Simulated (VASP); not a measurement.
# Te2Pt (Moncheite) (P-3m1) in VASP: a series of runs, part 2 of 3

VASP 6.6.1.

## 3. Optical spectrum, PBE, spin-orbit coupling, no magnetisation

Contents of INCAR:

```
SYSTEM = Te2Pt
PREC = Accurate ; ENCUT = 520
EDIFF = 1E-6 ; ISMEAR = 0
SIGMA = 0.05 ; LREAL = .FALSE.
LASPH = .TRUE. ; NELM = 80
ALGO = Normal ; ISIF = 2
LWAVE = .FALSE. ; LCHARG = .FALSE.
MAGMOM = 0 0 0 0 0 0 0 0 0 ; LORBIT = 11
LSORBIT = .TRUE. ; GGA_COMPAT = .FALSE.
LMAXMIX = 4 ; GGA = PE
LOPTICS = .TRUE. ; NBANDS = 86
NEDOS = 3000 ; CSHIFT = 0.05
KPAR = 4
```

Contents of KPOINTS:

```
Automatic mesh
0
G
  15 15 9
  0 0 0
```

Contents of POSCAR:

```
Te2Pt                                   
1.0
    4.0505954468     -0.0000000000     -0.0000000000
   -2.0252977233      3.5079185574      0.0000000000
   -0.0000000000      0.0000000000      5.0784466975
  Te              Pt            
     2     1
Direct
     0.3333333332999970    0.6666666667000030    0.2677311673139711
     0.6666666667000030    0.3333333332999970    0.7322688326860288
     0.0000000000000000    1.0000000000000000    1.0000000000000000
```

Potentials or basis: VASP PAW PBE potentials, release 64 (Te, Pt).

On the command line:

```
cat potpaw_PBE.64/Te/POTCAR potpaw_PBE.64/Pt/POTCAR > POTCAR
mpirun -np 4 vasp_ncl > vasp.out
```

OUTCAR:

```text
SYSTEM = Te2Pt
   PREC = Accurate
   ENCUT = 520
   EDIFF = 1E-6
   ISMEAR = 0
   LREAL = .FALSE.
   LASPH = .TRUE.
   NELM = 80
   ISIF = 2
   LORBIT = 11
   LSORBIT = .TRUE.
   GGA = PE

 ion  position               nearest neighbor table
   1  0.333  0.667  0.268-   3 2.71   3 2.71   3 2.71   2 3.32   2 3.32   2 3.32   2 3.59   2 3.59
                             2 3.59
   2  0.667  0.333  0.732-   3 2.71   3 2.71   3 2.71   1 3.32   1 3.32   1 3.32   1 3.59   1 3.59
                             1 3.59
   3  0.000  0.000  0.000-   1 2.71   2 2.71   1 2.71   2 2.71   2 2.71   1 2.71

  LATTYP: Found a hexagonal cell.
 ALAT       =     4.0505954468
 C/A-ratio  =     1.2537531245

  Lattice vectors:

 A1 = (   4.0505954468,   0.0000000000,   0.0000000000)
 A2 = (  -2.0252977233,   3.5079185574,   0.0000000000)
 A3 = (   0.0000000000,   0.0000000000,   5.0784466975)

Analysis of symmetry for initial positions (statically):
=====================================================================
 Subroutine PRICEL returns:
 Original cell was already a primitive cell.

 Routine SETGRP: Setting up the symmetry group for a
 hexagonal supercell.

 Subroutine GETGRP returns: Found 12 space group operations
 (whereof 12 operations were pure point group operations)
 out of a pool of 24 trial point group operations.

The static configuration has the point symmetry D_3d.

Analysis of symmetry for dynamics (positions and initial velocities):
=====================================================================
 Subroutine PRICEL returns:
 Original cell was already a primitive cell.

 Routine SETGRP: Setting up the symmetry group for a
 hexagonal supercell.

[... 1422 lines left out ...]
    48.41110     0.00003     0.00003     0.00003     0.00000     0.00000    -0.00000
    48.90509     0.00003     0.00003     0.00003     0.00000     0.00000    -0.00000

  frequency dependent      REAL DIELECTRIC FUNCTION (independent particle, no local field effects) current-current
     E(ev)        X           Y           Z          XY          YZ          ZX
  --------------------------------------------------------------------------------------------------------------
     0.00000    90.43664    90.43664    -2.53344     0.00000    -0.00000    -0.00000
     0.49399    35.30624    35.30624     7.14173     0.00000     0.00000    -0.00000
     0.98798    23.59161    23.59161    24.03312     0.00000    -0.00000    -0.00000
     1.48197    -4.49088    -4.49088     9.98354    -0.00000     0.00000    -0.00000
     1.97596   -12.09386   -12.09386    -2.50015    -0.00000     0.00000     0.00000
     2.46995   -11.41581   -11.41581    -8.40548    -0.00000     0.00000     0.00000
[... 92 lines left out ...]
    48.41110     0.82926     0.82926     0.82619    -0.00000     0.00000     0.00000
    48.90509     0.83299     0.83299     0.83001    -0.00000     0.00000     0.00000

 Spin-Orbit-Coupling matrix elements

 Ion:    1  E_soc:     -0.1960806
 l=   1
     0.0000000    -0.0332432    -0.0306698
    -0.0332432     0.0000000    -0.0332432
    -0.0306698    -0.0332432     0.0000000
 l=   2
     0.0000000    -0.0000540     0.0000000    -0.0000540    -0.0002607
    -0.0000540     0.0000000    -0.0001712    -0.0000649    -0.0000540
     0.0000000    -0.0001712     0.0000000    -0.0001712     0.0000000
    -0.0000540    -0.0000649    -0.0001712     0.0000000    -0.0000540
    -0.0002607    -0.0000540     0.0000000    -0.0000540     0.0000000
 l=   3
     0.0000000     0.0000000     0.0000000     0.0000000     0.0000000     0.0000000     0.0000000
     0.0000000     0.0000000     0.0000000     0.0000000     0.0000000     0.0000000     0.0000000
     0.0000000     0.0000000     0.0000000     0.0000000     0.0000000     0.0000000     0.0000000
     0.0000000     0.0000000     0.0000000     0.0000000     0.0000000     0.0000000     0.0000000
[... 29 lines left out ...]
 l=   2
     0.0000000    -0.0165231     0.0000000    -0.0165231    -0.0580973
    -0.0165231     0.0000000    -0.0453812    -0.0194871    -0.0165231
     0.0000000    -0.0453812     0.0000000    -0.0453812     0.0000000
    -0.0165231    -0.0194871    -0.0453812     0.0000000    -0.0165231
    -0.0580973    -0.0165231     0.0000000    -0.0165231     0.0000000
 l=   3
     0.0000000     0.0000000     0.0000000     0.0000000     0.0000000     0.0000000     0.0000000
     0.0000000     0.0000000     0.0000000     0.0000000     0.0000000     0.0000000     0.0000000
     0.0000000     0.0000000     0.0000000     0.0000000     0.0000000     0.0000000     0.0000000
     0.0000000     0.0000000     0.0000000     0.0000000     0.0000000     0.0000000     0.0000000
     0.0000000     0.0000000     0.0000000     0.0000000     0.0000000     0.0000000     0.0000000
     0.0000000     0.0000000     0.0000000     0.0000000     0.0000000     0.0000000     0.0000000
     0.0000000     0.0000000     0.0000000     0.0000000     0.0000000     0.0000000     0.0000000

 total charge

# of ion       s       p       d       tot
------------------------------------------
    1        1.397   1.859   0.075   3.332
    2        1.397   1.859   0.075   3.332
    3        0.674   0.632   8.079   9.385
--------------------------------------------------
tot          3.469   4.351   8.230  16.049

 magnetization (x)

# of ion       s       p       d       tot
------------------------------------------
    1        0.000  -0.000   0.000  -0.000
    2       -0.000  -0.000   0.000  -0.000
    3        0.000   0.000  -0.000   0.000
--------------------------------------------------
tot         -0.000  -0.000   0.000  -0.000

 magnetization (y)

# of ion       s       p       d       tot
------------------------------------------
    1       -0.000   0.000   0.000  -0.000
    2       -0.000   0.000   0.000   0.000
    3        0.000   0.000   0.000   0.000
--------------------------------------------------
tot         -0.000   0.000   0.000   0.000

 magnetization (z)

# of ion       s       p       d       tot
------------------------------------------
    1        0.000   0.000   0.000   0.000
    2        0.000   0.000   0.000   0.000
    3        0.000   0.000   0.000   0.000
--------------------------------------------------
tot          0.000   0.000   0.000   0.000
```

stdout:

```text
POSCAR found type information on POSCAR TePt
 POSCAR found :  2 types and       3 ions
 scaLAPACK will be used
 LDA part: xc-table for (Slater+PW92), standard interpolation
 POSCAR, INCAR and KPOINTS ok, starting setup
 FFT: planning ... GRIDC
 FFT: planning ... GRID_SOFT
 FFT: planning ... GRID
 WAVECAR not read
 entering main loop
 optical routines
 imaginary and real dielectric function
 recalculating local potential from charge density
 direction            1
 direction            2
 direction            3
```

Wall time 7.9 min (4 MPI ranks of Intel Xeon 6975P-C (Granite Rapids), shared host); peak memory 2.9 GiB.

Results:

```yaml
Free_energy: -14.0360 eV
Pressure: 4.0 GPa
Largest_force: 0.036 eV/Å
Valence_electrons_inside_the_program's_atomic_spheres: Te 3.33; Pt 9.38
```

Forces in eV/Å, atoms in the order of the input:
```
Te   0.000  0.000 -0.036
Te   0.000  0.000  0.036
Pt   0.000  0.000  0.000
```

Dielectric function (mean over the directions given):
```csv
energy (eV),real part,imaginary part
0.30,69.50,40.63
1.28,10.93,46.10
2.27,-8.22,21.82
3.36,-1.51,7.59
4.35,-1.94,7.74
5.43,-0.48,5.48
6.42,-0.76,5.21
7.51,-0.99,4.03
8.50,-1.00,3.71
9.58,-1.08,3.49
10.57,-1.26,2.84
11.66,-1.06,2.12
12.65,-1.09,1.75
13.73,-0.80,1.43
14.72,-0.73,1.14
15.81,-0.58,0.93
16.80,-0.46,0.74
17.88,-0.29,0.56
18.87,-0.13,0.49
19.96,-0.01,0.45
```

Caveat: independent-particle spectra lack excitons.

## 4. Band structure, PBE

Contents of INCAR:

```
PREC     = Accurate       # precision mode
ENCUT    = 520            # plane-wave cutoff, eV
EDIFF    = 1E-7           # SCF threshold, eV
ISMEAR   = 1              # smearing method
SIGMA    = 0.1            # smearing width, eV
LREAL    = False          # projectors in reciprocal space
LASPH    = True           # aspherical terms in the spheres
NELM     = 80             # most SCF steps
ALGO     = Fast           # electronic algorithm
ISIF     = 2              # what is computed and relaxed
LWAVE    = False          # write WAVECAR
LCHARG   = False          # write CHGCAR
LMAXMIX  = 4              # l up to which the mixer works
GGA      = PE             # functional
KPAR     = 4
```

Contents of KPOINTS:

```
regular mesh
0
Gamma
  12 12 7
```

Contents of POSCAR:

```
Te2Pt                                   
1.0
    4.0505954752     -0.0000000000      0.0000000000
   -2.0252977376      3.5079185821     -0.0000000000
    0.0000000000      0.0000000000      5.0784468825
  Te              Pt            
     2     1
Direct
     0.3333333332999970    0.6666666667000030    0.2677311645171889
     0.6666666667000030    0.3333333332999970    0.7322688354828112
     0.0000000000000000    0.0000000000000000    0.0000000000000000
```

Contents of KPOINTS_OPT:

```
explicit points
258
Reciprocal
 0.0000000000  0.0000000000  0.0000000000 1
 0.0263157895  0.0000000000  0.0000000000 1
 0.0526315789  0.0000000000  0.0000000000 1
 0.0789473684  0.0000000000  0.0000000000 1
 0.1052631579  0.0000000000  0.0000000000 1
 0.1315789474  0.0000000000  0.0000000000 1
[... 250 lines left out ...]
 0.5000000000  0.0000000000  0.0289717700 1
 0.5000000000  0.0000000000 -0.0289717700 1
```

On the command line:

```
cat potpaw_PBE.64/Te/POTCAR potpaw_PBE.64/Pt/POTCAR > POTCAR
mpirun -np 4 vasp_std > vasp.out
```

It took 43 s on 4 MPI ranks of AMD EPYC 9R45 (Zen 5), shared host; peak memory 0.32 GiB.

It converged, with:

* Free energy: -13.5141 eV
* Pressure: 3.8 GPa
* Largest force: 0.023 eV/Å
* Band gap along the path: none (metal or under the smearing width)

Forces in eV/Å, atoms in the order of the input:
```
Te   0.000  0.000 -0.023
Te   0.000  0.000  0.023
Pt   0.000  0.000  0.000
```

Levels at the corners of the path, in eV from the Fermi level:
```tsv
point	band 8	band 9	band 10	band 11	band 12	band 13	band 14	band 15
Γ	-2.66	-0.49	-0.49	0.75	0.75	1.61	2.59	4.20
M	-3.40	-3.35	-3.23	-2.88	0.08	2.68	3.98	5.47
M	-3.40	-3.35	-3.23	-2.88	0.08	2.68	3.98	5.46
K	-3.59	-1.84	-1.77	-1.77	-0.17	-0.17	2.52	6.46
K	-3.59	-1.84	-1.77	-1.77	-0.17	-0.17	2.52	6.46
Γ	-2.66	-0.49	-0.49	0.75	0.75	1.61	2.59	4.20
Γ	-2.66	-0.49	-0.49	0.75	0.75	1.61	2.59	4.20
A	-2.26	-1.37	-1.37	-1.37	2.25	2.25	4.23	4.94
A	-2.26	-1.37	-1.37	-1.37	2.25	2.25	4.23	4.94
L	-3.36	-3.19	-2.25	-0.67	0.20	1.37	4.45	4.55
L	-3.36	-3.19	-2.25	-0.67	0.20	1.37	4.45	4.55
H	-3.95	-3.43	-2.69	-2.69	2.71	2.71	5.88	6.83
H	-3.95	-3.43	-2.69	-2.69	2.71	2.71	5.88	6.85
A	-2.26	-1.37	-1.37	-1.37	2.25	2.25	4.23	4.94
L	-3.36	-3.19	-2.25	-0.67	0.20	1.37	4.45	4.55
M	-3.40	-3.35	-3.23	-2.88	0.08	2.68	3.98	5.46
K	-3.59	-1.84	-1.77	-1.77	-0.17	-0.17	2.52	6.46
H	-3.95	-3.43	-2.69	-2.69	2.71	2.71	5.88	6.83
```

Caveat: spin-orbit coupling is left out, which moves the levels of the heavy elements.

## 5. Band structure, LDA

INCAR: that of step 4 with these lines changed.

```diff
@@ -13,3 +13,3 @@
 LMAXMIX  = 4              # l up to which the mixer works
-GGA      = PE             # functional
+GGA      = CA             # functional
 KPAR     = 4
```

KPOINTS is that of step 4.

POSCAR is that of step 4.

KPOINTS_OPT is that of step 4.

Potentials or basis: VASP PAW LDA potentials, release 64 (Te, Pt).

On the command line:

```
cat potpaw_LDA.64/Te/POTCAR potpaw_LDA.64/Pt/POTCAR > POTCAR
mpirun -np 4 vasp_std > vasp.out
```

Run time: 41 s. Hardware: 4 MPI ranks of AMD EPYC 9R45 (Zen 5), shared host; peak memory 0.29 GiB.

It converged, with:

| Quantity | Value |
| --- | --- |
| Free energy | -16.3751 eV |
| Pressure | -2.4 GPa |
| Largest force | 0.301 eV/Å |
| Band gap along the path | none (metal or under the smearing width) |

Forces in eV/Å, atoms in the order of the input:
```
Te   0.000  0.000 -0.301
Te   0.000  0.000  0.301
Pt   0.000  0.000  0.000
```

Stress tensor (GPa, compression positive):
```
-2.63  0.00  0.00
 0.00 -2.63  0.00
 0.00  0.00 -1.84
```

Levels at the corners of the path, in eV from the Fermi level:
```
point  band 7  band 8  band 9  band 10  band 11  band 12  band 13  band 14  band 15
    Γ   -3.68   -2.63   -0.48    -0.48     0.76     0.76     1.61     2.56     4.12
    M   -3.56   -3.38   -3.33    -3.22    -2.87     0.07     2.67     3.97     5.43
    M   -3.56   -3.38   -3.33    -3.22    -2.87     0.07     2.67     3.97     5.43
    K   -4.24   -3.56   -1.83    -1.75    -1.75    -0.19    -0.19     2.53     6.43
    K   -4.24   -3.56   -1.83    -1.75    -1.75    -0.19    -0.19     2.53     6.43
    Γ   -3.68   -2.63   -0.48    -0.48     0.76     0.76     1.61     2.56     4.12
    Γ   -3.68   -2.63   -0.48    -0.48     0.76     0.76     1.61     2.56     4.12
    A   -3.72   -2.28   -1.37    -1.35    -1.35     2.24     2.24     4.20     4.95
    A   -3.72   -2.28   -1.37    -1.35    -1.35     2.24     2.24     4.20     4.95
    L   -3.40   -3.33   -3.17    -2.23    -0.66     0.20     1.34     4.39     4.52
    L   -3.40   -3.33   -3.17    -2.23    -0.66     0.20     1.34     4.39     4.52
    H   -3.96   -3.96   -3.40    -2.66    -2.66     2.70     2.70     5.85     6.76
    H   -3.96   -3.96   -3.40    -2.66    -2.66     2.70     2.70     5.85     6.79
    A   -3.72   -2.28   -1.37    -1.35    -1.35     2.24     2.24     4.20     4.95
    L   -3.40   -3.33   -3.17    -2.23    -0.66     0.20     1.34     4.39     4.52
    M   -3.56   -3.38   -3.33    -3.22    -2.87     0.07     2.67     3.97     5.43
    K   -4.24   -3.56   -1.83    -1.75    -1.75    -0.19    -0.19     2.53     6.43
    H   -3.96   -3.96   -3.40    -2.66    -2.66     2.70     2.70     5.85     6.76
```

Caveat: spin-orbit coupling is left out, which moves the levels of the heavy elements.

## 6. Band structure, PBE, spin-orbit coupling, no magnetisation

INCAR: that of step 5 with these lines changed.

```diff
@@ -12,4 +12,9 @@
 LCHARG   = False          # write CHGCAR
+LNONCOLLINEAR= True           # non-collinear magnetism
+MAGMOM   = 0 0 0 0 0 0 0 0 0 # initial moments
+LORBIT   = 11             # projections on sites
+LSORBIT  = True           # spin-orbit coupling
+GGA_COMPAT= False        
 LMAXMIX  = 4              # l up to which the mixer works
-GGA      = CA             # functional
+GGA      = PE             # functional
 KPAR     = 4
```

KPOINTS is that of step 5.

POSCAR is that of step 5.

KPOINTS_OPT is that of step 5.

Potentials or basis: VASP PAW PBE potentials, release 64 (Te, Pt).

On the command line:

```
cat potpaw_PBE.64/Te/POTCAR potpaw_PBE.64/Pt/POTCAR > POTCAR
mpirun -np 4 vasp_ncl > vasp.out
```

Run time: 3.1 min. Hardware: 4 MPI ranks of AMD EPYC 9R45 (Zen 5), shared host; peak memory 0.73 GiB.

Results (log left out):

- Free energy: -14.0398 eV
- Pressure: 4.1 GPa
- Largest force: 0.011 eV/Å
- Valence electrons inside the program's atomic spheres: Te 3.33; Pt 9.38

Forces in eV/Å, atoms in the order of the input:
```
Te   0.000  0.000 -0.011
Te   0.000  0.000  0.011
Pt   0.000  0.000  0.000
```

Stress tensor (GPa, compression positive):
```
4.01 0.00 0.00
0.00 4.01 0.00
0.00 0.00 4.14
```

[end of part 2 of 3]
